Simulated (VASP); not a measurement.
The system is CdF2.

```
Cd F
1.0
     0.00000    2.69400    2.69400
     2.69400    0.00000    2.69400
     2.69400    2.69400    0.00000
Cd F
1 2
Direct
  0.00000 0.00000 0.00000
  0.25000 0.25000 0.25000
  0.75000 0.75000 0.75000
```

Base run:

| Item | Value |
| --- | --- |
| Program | VASP 6.6.1 |
| Functional | PBEsol |
| Potentials or basis | VASP PAW PBE potentials, release 64 (Cd, F) |
| Cutoff | 520 eV |
| k mesh | 8 × 8 × 8 |
| Occupations | fermi-dirac, width 0.02 eV |
| Spin | no spin polarisation |

Its results: band gap on the k mesh 2.90 eV, indirect (least direct gap 3.39 eV); pressure 0.5 GPa.

Problem. The run is repeated on the same cell with these changes: functional from PBEsol to PBE. What comes out?

Solution. Band gap on the k mesh 3.07 eV, indirect (least direct gap 3.57 eV); pressure 6.2 GPa.

PBE binds less tightly than PBEsol, so the same cell stands under more pressure.

Caveats: the PAW data sets were made with another functional, which shifts forces and pressure a little (some runs).

A k mesh can miss the band edges.
